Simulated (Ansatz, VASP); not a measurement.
**Al: VASP beside Ansatz**

```
Al
1.0
    -1.61742    1.61742    1.61742
     1.61742   -1.61742    1.61742
     1.61742    1.61742   -1.61742
Al
1
Direct
  0.00000 0.00000 0.00000
```

Alike in both runs: functional PBE; k mesh 24 × 24 × 24; occupations gaussian, width 0.1 eV; no spin polarisation.

Ansatz relaxed the structure, and its values are those at the end. VASP's run is a single point on that final structure, the one shown.

|  | VASP | Ansatz |
| --- | --- | --- |
| version | VASP 6.6.1 | Ansatz 0.2.0 |
| potentials or method | VASP PAW PBE potentials, release 64 (Al) | scalar-relativistic, plane waves, PAW |
| plane-wave cutoff (eV) | 520 | 420 |
| valence electrons in the cell | 3 | 3 |

```csv
,VASP,Ansatz,Ansatz less VASP
gap on the k mesh at the Fermi level (eV),none,none,-
pressure (GPa),0.0,0.0,+0.02
```

A gap of «none» marks a metal or a gap that the smearing closes.
